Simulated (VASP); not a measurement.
# Nd (Im-3m) in VASP: notebook, part 2 of 2

VASP 6.6.1. The steps go on from the part before.

## Step 3: Single point, PBE+U, collinear spin, twin_end start

This run uses another cell than the first one, of 34.43 Å³/atom, 1.007 times its volume.

INCAR reads:

```
SYSTEM = Nd
PREC = Accurate
ENCUT = 520
EDIFF = 1E-6
ISMEAR = 0
SIGMA = 0.05
LREAL = .False.
LASPH = .True.
NELM = 150
ALGO = Normal
ISIF = 2
LWAVE = .False.
LCHARG = .True.
ISPIN = 2
MAGMOM = 3.76
LORBIT = 11
LMAXMIX = 6
LDAU = .True.
LDAUTYPE = 2
LDAUL = 3
LDAUU = 6
LDAUJ = 0
LDAUPRINT = 1
GGA = PE
LELF = .True.
LVHAR = .True.
NBANDS = 17
```

KPOINTS reads:

```
Automatic mesh
0
Gamma
  8 8 8
  0 0 0
```

POSCAR reads:

```
Nd
1.0
   -2.0493928598      2.0493928598      2.0493928598
    2.0493928598     -2.0493928598      2.0493928598
    2.0493928598      2.0493928598     -2.0493928598
Nd
1
Direct
    0.0000000000      0.0000000000      0.0000000000
```

Potentials or basis: VASP PAW PBE potentials, release 64 (Nd).

Launch:

```sh
$ cat potpaw_PBE.64/Nd/POTCAR > POTCAR
$ mpirun -np 1 vasp_std > vasp.out
```

OUTCAR:

```text
SYSTEM = Nd
   PREC = Accurate
   ENCUT = 520
   EDIFF = 1E-6
   ISMEAR = 0
   LREAL = .False.
   LASPH = .True.
   NELM = 150
   ISIF = 2
   ISPIN = 2
   LORBIT = 11
   GGA = PE

 ion  position               nearest neighbor table
   1  0.000  0.000  0.000-

  LATTYP: Found a body centered cubic cell.
 ALAT       =     4.0987857196

  Lattice vectors:

 A1 = (  -2.0493928598,   2.0493928598,   2.0493928598)
 A2 = (   2.0493928598,  -2.0493928598,   2.0493928598)
 A3 = (   2.0493928598,   2.0493928598,  -2.0493928598)

Analysis of symmetry for initial positions (statically):
=====================================================================
 Subroutine PRICEL returns:
 Original cell was already a primitive cell.

 Routine SETGRP: Setting up the symmetry group for a
 body centered cubic supercell.

 Subroutine GETGRP returns: Found 48 space group operations
 (whereof 48 operations were pure point group operations)
 out of a pool of 48 trial point group operations.

The static configuration has the point symmetry O_h .

Analysis of symmetry for dynamics (positions and initial velocities):
=====================================================================
 Subroutine PRICEL returns:
 Original cell was already a primitive cell.

 Routine SETGRP: Setting up the symmetry group for a
 body centered cubic supercell.

 Subroutine GETGRP returns: Found 48 space group operations
 (whereof 48 operations were pure point group operations)
 out of a pool of 48 trial point group operations.

The dynamic configuration has the point symmetry O_h .

Analysis of structural, dynamic, and magnetic symmetry:
=====================================================================
[... 188 lines left out ...]
  o =  0.5738  v = -0.7906  0.0000 -0.6124  0.0000 -0.0000  0.0000  0.0000  0.0000  0.0000  0.0000  0.0000  0.0000  0.0000  0.0000      0.0000  0.0000  0.0000  0.0000  0.0000  0.0000  0.0000  0.0000  0.0000  0.0000  0.0000  0.0000  0.0000  0.0000
  o =  0.5738  v =  0.0000 -0.0000  0.0000  0.9791 -0.1245 -0.0000  0.1608  0.0000  0.0000  0.0000  0.0000  0.0000  0.0000  0.0000      0.0000  0.0000  0.0000  0.0000  0.0000  0.0000  0.0000  0.0000  0.0000  0.0000  0.0000  0.0000  0.0000  0.0000
  o =  0.5738  v =  0.0000 -0.0000  0.0000 -0.2034 -0.5996  0.0000  0.7740  0.0000  0.0000  0.0000  0.0000  0.0000  0.0000  0.0000      0.0000  0.0000  0.0000  0.0000  0.0000  0.0000  0.0000  0.0000  0.0000  0.0000  0.0000  0.0000  0.0000  0.0000

 number of electron      13.9999998 magnetization       3.9652599

 Free energy of the ion-electron system (eV)
  ---------------------------------------------------
  ext. energy  EPLUGINS =         0.00000000
  ---------------------------------------------------
  free energy    TOTEN  =        -1.59778875 eV

  energy without entropy =       -1.57372594  energy(sigma->0) =       -1.58575734

 E-fermi :   4.5934     XC(G=0):  -9.8589

 val. band max:        4.5929801877   @ k =  -0.1250   0.1250   0.1250
 cond. band min:       4.5956766449   @ k =   0.5000   0.0000   0.0000
 fundamental gap:      0.0026964571
 Fermi energy:         4.5934109132

 spin component 1

 k-point     1 :       0.0000    0.0000    0.0000
  band No.  band energies     occupation
      1     -32.6226      1.00000
      2     -13.2871      1.00000
      3     -13.2871      1.00000
      4     -13.2871      1.00000
      5       0.6475      1.00000
      6       4.2686      1.00000
[... 943 lines left out ...]
      6       4.8369      0.00000
[... 9 lines left out ...]
     16      11.2668      0.00000
     17      11.4955      0.00000

 [... further k-points ...]

------------------------ aborting loop because EDIFF is reached ----------------------------------------

  FORCE on cell =-STRESS in cart. coord.  units (eV):
  Direction    XX          YY          ZZ          XY          YZ          ZX
  --------------------------------------------------------------------------------------
  -------------------------------------------------------------------------------------
  Total        0.0814183      0.0814183      0.0814183     -0.0000000      0.0000000      0.0000000
  in kB        3.7887584      3.7887584      3.7887584     -0.0000000      0.0000000      0.0000000
  external PRESSURE =       3.7887584 kB  Pullay stress =       0.0000000 kB

 VOLUME and BASIS-vectors are now :
 -----------------------------------------------------------------------------
  energy-cutoff  :      520.00
  volume of cell :       34.43
      direct lattice vectors                 reciprocal lattice vectors
    -2.049392860  2.049392860  2.049392860     0.000000000  0.243974696  0.243974696
     2.049392860 -2.049392860  2.049392860     0.243974696  0.000000000  0.243974696
     2.049392860  2.049392860 -2.049392860     0.243974696  0.243974696  0.000000000

 POSITION                                       TOTAL-FORCE (eV/Angst)
 -----------------------------------------------------------------------------------
      0.00000      0.00000      0.00000         0.000000      0.000000      0.000000
 -----------------------------------------------------------------------------------
    total drift:                               -0.000000     -0.000000     -0.000000

  FREE ENERGIE OF THE ION-ELECTRON SYSTEM (eV)
  ---------------------------------------------------
  free  energy   TOTEN  =        -1.5977887489 eV

  energy  without entropy=       -1.5737259393  energy(sigma->0) =       -1.58575734

 total charge

# of ion       s       p       d       f       tot
--------------------------------------------------
    1        2.029   5.387   0.500   3.347  11.264

 magnetization (x)

# of ion       s       p       d       f       tot
--------------------------------------------------
    1       -0.009  -0.098   0.131   3.340   3.365
```

stdout:

```text
POSCAR found type information on POSCAR Nd
 POSCAR found :  1 types and       1 ions
 scaLAPACK will be used
 LDA part: xc-table for (Slater+PW92), standard interpolation
 POSCAR, INCAR and KPOINTS ok, starting setup
 FFT: planning ... GRIDC
 FFT: planning ... GRID_SOFT
 FFT: planning ... GRID
 WAVECAR not read
 entering main loop
```

It took 93 s on 1 thread of Intel Xeon Platinum 8375C at 2.90GHz (Ice Lake), shared host; peak memory 0.17 GiB.

Results:

- Free energy: -1.5978 eV
- Pressure: 0.4 GPa
- Band gap on the k mesh: none (metal or under the smearing width)
- Net moment: 3.97 μB per cell
- Site moments: Nd +3.37 μB
- Valence electrons inside the program's atomic spheres: Nd 11.26

Eigenvalues of the final occupation matrices:
| site | spin | trace | eigenvalues |
| --- | --- | --- | --- |
| site 1 f | 1 | 3.35 | 0.00 0.54 0.54 0.54 0.57 0.57 0.57 |
| site 1 f | 2 | 0.00 | 0.00 0.00 0.00 0.00 0.00 0.00 0.00 |

Caveat: the magnetic or orbital state may not be the lowest; spin-orbit coupling is left out, which moves the levels of the heavy elements. The state reached can hang on the start; a lower one may exist.
